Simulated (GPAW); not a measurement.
# SnO (Pmn2_1) in GPAW: single point with PBEsol

Aim: the single point of SnO with PBEsol.

All numbers are computed with GPAW 26.7.0; they aren't measurements. Logs are shortened: lines on timing, memory, paths and dates and some standing lists are left out, and cuts for length are marked. The log counts tension as positive stress, the text compression.

**1. The structure**

The structure is orthorhombic, space group Pmn2_1 (No. 31). The conventional cell has a = 3.355 Å, b = 5.674 Å, c = 4.222 Å, α = 90.00°, β = 90.00°, γ = 90.00°. Around Sn (site symmetry m) lie 3 O at 2.15 to 2.16 Å. Around O (site symmetry m) lie 3 Sn at 2.15 to 2.16 Å.

The cell comes from a database or a generator and needn't be the stable form of this composition.

**2. Single point, PBEsol**

run.py

```python
from ase import Atoms
from ase.dft.bandgap import bandgap
from ase.io import write
from ase.units import GPa
from gpaw import GPAW, PW, setup_paths

setup_paths.insert(0, '.')

atoms = Atoms(['Sn', 'Sn', 'O', 'O'],
              cell=[[3.355005, 0.0, 0.0],
                    [0.0, 5.674104, 0.0],
                    [0.0, 0.0, 4.22197]],
              scaled_positions=[[0.5, 0.768091, 0.013144],
                                [0.0, 0.231909, 0.513144],
                                [0.5, 0.10875, 0.236857],
                                [0.0, 0.89125, 0.736857]],
              pbc=True)

calc = GPAW(mode=PW(600),
            xc='PBEsol',
            kpts={'size': (6, 4, 5), 'gamma': True},
            occupations={'name': 'fermi-dirac', 'width': 0.05},
            nbands=33,
            maxiter=120,
            txt='gpaw.txt')
atoms.calc = calc
energy = atoms.get_potential_energy()
forces = atoms.get_forces()
stress = atoms.get_stress()
calc.write('gs.gpw')
write('result.traj', atoms)
print(f'Energy: {energy:.6f} eV')
print('Forces (eV/A):')
print(forces.round(4))
print('Stress (GPa):', (stress / GPa).round(3))
print('Fermi level:', round(calc.get_fermi_level(), 4), 'eV')
print(f'Gap: {bandgap(calc)[0]:.4f} eV, direct: {bandgap(calc, direct=True)[0]:.4f} eV')
```

Potentials or basis: PAW data sets generated in the run's folder for this functional, pw.

The run is started by

```
gpaw-setup -f PBEsol O Sn
OMP_NUM_THREADS=1 python run.py
```

gpaw.txt:

```text
__  _  _
 | _ |_)|_||  |
 |__||  | ||/\| - 26.7.0

Input parameters:
  mode=PW(ecut=600.0),
  kpts=MonkhorstPack(size=(6, 4, 5), gamma=True),
  maxiter=120,
  nbands=33,
  occupations=Occupations(name='fermi-dirac', width=0.05),
  xc=XC(name='PBEsol')

Diagonalizing LCAO Hamiltonian
Converting LCAO to pw mode
    .-------.
   /|       |
  / O       |
 *  |       |
 |  |       |
 |Sn.-------.
 | / O Sn  /
 |/       /
 *-------*

Atoms  # Å, Bohr magnetons
|   | symbol |        x |        y |        z |    initial magnetic moments |
|---|--------|----------|----------|----------|-----------------------------|
| 0 |     Sn | 1.677502 | 4.358228 | 0.055494 | ( 0.0000,  0.0000,  0.0000) |
| 1 |     Sn | 0.000000 | 1.315876 | 2.166479 | ( 0.0000,  0.0000,  0.0000) |
| 2 |      O | 1.677502 | 0.617059 | 1.000003 | ( 0.0000,  0.0000,  0.0000) |
| 3 |      O | 0.000000 | 5.057045 | 3.110988 | ( 0.0000,  0.0000,  0.0000) |

Unit cell  # Å
| periodic |        x |        y |        z |  lengths |    angles |
|----------|----------|----------|----------|----------|-----------|
|      yes | 3.355005 | 0.000000 | 0.000000 | 3.355005 | 90.000000 |
|      yes | 0.000000 | 5.674104 | 0.000000 | 5.674104 | 90.000000 |
|      yes | 0.000000 | 0.000000 | 4.221970 | 4.221970 | 90.000000 |

Number of symmetries: 2
Symmetry operations  # r_c * U_cc + t_c -> r_c
|   | kind |            matrix            |
|---|------|------------------------------|
| 0 |  E   |  1, 0, 0,  0, 1, 0,  0, 0, 1 |
| 1 |  σ   | -1, 0, 0,  0, 1, 0,  0, 0, 1 |

BZ-sampling:
  Number of BZ points: 120
  Number of IBZ points: 44

  Monkhorst-Pack size: [6, 4, 5]
  Monkhorst-Pack shift: [0.08333333333333333, 0.125, 0.0]

K-points  # in reciprocal-cell coordinates
|     |                                coordinates |     weight |
|-----|--------------------------------------------|------------|
|   0 | (  0.00000000,   0.00000000,   0.00000000) | 0.00833333 |
|   1 | (  0.00000000,   0.00000000,   0.20000000) | 0.01666667 |
|   2 | (  0.00000000,   0.00000000,   0.40000000) | 0.01666667 |
|   3 | (  0.00000000,   0.25000000,  -0.40000000) | 0.01666667 |
|   4 | (  0.00000000,   0.25000000,  -0.20000000) | 0.01666667 |
|   5 | (  0.00000000,   0.25000000,   0.00000000) | 0.01666667 |
|   6 | (  0.00000000,   0.25000000,   0.20000000) | 0.01666667 |
|   7 | (  0.00000000,   0.25000000,   0.40000000) | 0.01666667 |
|   8 | (  0.00000000,   0.50000000,   0.00000000) | 0.00833333 |
|   9 | (  0.00000000,   0.50000000,   0.20000000) | 0.01666667 |
| ... |                                            |            |
|  43 | (  0.50000000,   0.50000000,   0.40000000) | 0.01666667 |

Plane wave coefficients: 2719
Cutoff: 600.0 eV

Spin-components: 1 (collinear spins)
Bands:           33
Projectors:      22
Spin-degeneracy: 2
Datatype:        complex128

Parallelization:
  kpt:    1
  domain: 1
  band:   1

Density:
  Valence electrons: 40.0
  Components: 1
  Grid points: [20 35 24]
  Charge: 0.0  # |e|

Potential:
  Grid points: [20 35 24]

species:
  Sn:
    name:    Tin
    Z:       50.0
    valence: 14
    core:    36
    charge:  0.0  # [|e|]
    compensation charges:
      type: gauss
      rc: 0.38  # [Å]
      lmax: 2
    cutoffs:
      filter: 2.23  # [Å]
      core: 2.35  # [Å]
    projectors
    | kind |    occ | energy [eV] | rcut [Å] |
    |------|--------|-------------|----------|
    |   5s |  2.000 |     -10.584 |    1.201 |
    |   5p |  2.000 |      -3.711 |    1.270 |
    |   4d | 10.000 |     -25.798 |    1.185 |
    |    s |        |      16.628 |    1.201 |
    |    p |        |      23.501 |    1.270 |
    |    d |        |       1.413 |    1.185 |

    Using partial waves for Sn as LCAO basis

  O:
    name:    Oxygen
    Z:       8.0
    valence: 6
    core:    2
    charge:  0.0  # [|e|]
    compensation charges:
      type: gauss
      rc: 0.21  # [Å]
      lmax: 2
    cutoffs:
      filter: 1.17  # [Å]
      core: 0.83  # [Å]
    projectors
    | kind |    occ | energy [eV] | rcut [Å] |
    |------|--------|-------------|----------|
    |   2s |  2.000 |     -23.808 |    0.688 |
    |   2p |  4.000 |      -8.972 |    0.598 |
    |    s |        |       3.404 |    0.688 |
    |    p |        |      18.239 |    0.598 |
    |    d |        |       0.000 |    0.619 |

    Using partial waves for O as LCAO basis

Reference energy: -339939.740564  # eV

eigensolver:
  PPCG
  Converge bands: occupied
  niter=2

density mixing:
  MSR1-Mixer
  Pratt-step length: 0.05
  Maximum mixing coefficient: 0.75
  Old densities: 10
  SVD Regularization: 0.005
  Good broyden scale: 1.0
  Trust region scale: 1.0
  Backstep threshold: 4.0
  History deletion threshold: 6.0
  Fourier metric: weight=20.0, sigma=0.015

occupation numbers:
  Fermi-Dirac:
    width: 0.0500  # eV

poisson solver:
  ecut: 4800.0  # eV

xc functional:
  name: PBEsol with 2 nearest neighbor stencil

convergence criteria:
- Maximum [total energy] change in last 3 cyles: 0.0005 eV / valence electron
- Maximum integral of absolute [dens]ity change: 0.0001 electrons / valence electron
- Maximum integral of absolute [eigenst]ate change: 4e-08 eV^2 / valence electron
maximum number of iterations: 120

SCF iterations
|iter     | |      energy | eigst |  dens |
|---------|-|-------------|-------|-------|
|iter:   1| |  -27.822306 | +0.03 |       |
|iter:   2| |  -26.772528 | -1.50 | -1.01 |
|iter:   3| |  -24.586984 | -1.04 | -1.07 |
|iter:   4| |  -24.547077 | -2.88 | -1.55 |
|iter:   5| |  -24.534357 | -3.07 | -1.78 |
|iter:   6| |  -24.534539c| -4.24 | -2.55 |
|iter:   7| |  -24.534637c| -5.29 | -3.11 |
|iter:   8| |  -24.534609c| -5.64 | -3.56 |
|iter:   9| |  -24.534608c| -7.02 | -3.97 |
|iter:  10| |  -24.534608c| -7.68c| -4.52c|

Converged in 10 steps
Energy contributions relative to reference atoms: (reference = -339939.740564)

Energy contributions:
  Kinetic:          25.791121
  Coulomb:         -26.733898
  Zero:              0.065462
  External:          0.000000
  Xc:              -23.657292
  Entropy:          -0.000000
  Spinorbit:         0.000000
  ----------------------------
  Free energy:     -24.534608
  Extrapolated:    -24.534608

dipole moment: (-20.757399, 0.000007, -13.373785)  # |e|*Ang

Fermi level: 5.175
Eigenvalues  # (at kpt = [0.000, 0.000, 0.000])
| band index |      eig [eV] | occ [0-2] |
|------------|---------------|-----------|
|          0 |       -16.742 |     2.000 |
|        ... |               |           |
|         12 |        -3.127 |     2.000 |
|         13 |        -1.386 |     2.000 |
|         14 |         0.151 |     2.000 |
|         15 |         0.559 |     2.000 |
|         16 |         0.888 |     2.000 |
|         17 |         1.747 |     2.000 |
[... 8 lines left out ...]
|         26 |        13.049 |     0.000 |
|         27 |        13.637 |     0.000 |
|        ... |               |           |
|         32 |        19.427 |     0.000 |

Gap: 1.577 eV
Transition (v -> c):
  (s=0, k=0, n=19, [0.00, 0.00, 0.00]) -> (s=0, k=30, n=20, [0.33, 0.50, 0.00])
Direct/indirect transitions are different
Direct gap: 2.320 eV
Transition at: (s=0, k=30, n=19, [0.33, 0.50, 0.00])

Forces  # eV/Ang
|       x |        y |        z |
|---------|----------|----------|
| 0.00000 |  0.47035 | -0.14848 |  # Sn   0
| 0.00000 | -0.47034 | -0.14850 |  # Sn   1
| 0.00000 | -0.15059 |  0.14647 |  # O    2
| 0.00000 |  0.15058 |  0.14650 |  # O    3

Stress tensor  # eV/Ang^3
|        x |        y |        z |
|----------|----------|----------|
| 0.041839 | 0.000000 | 0.000000 |
| 0.000000 | 0.034869 | 0.000000 |
| 0.000000 | 0.000000 | 0.033676 |

# Writing to gs.gpw (mode='')
```

Run time: 36 s. Hardware: 1 thread of Intel Xeon 6975P-C (Granite Rapids), shared host; peak memory 0.24 GiB.

Results:

| Quantity | Value |
| --- | --- |
| Free energy | -24.5346 eV |
| Pressure | -5.9 GPa |
| Largest force | 0.493 eV/Å |
| Band gap on the k mesh | 1.58 eV, indirect (least direct gap 2.32 eV) |

Forces on the atoms (eV/Å):
```
Sn   0.000  0.470 -0.148
Sn   0.000 -0.470 -0.149
O    0.000 -0.151  0.146
O    0.000  0.151  0.147
```

Caveat: the cutoff is short for stress and forces, so pressures can be off by a GPa or more; spin-orbit coupling is left out, which moves the levels of the heavy elements; an odd mesh through Γ misses points on the zone boundary, where band edges often lie.
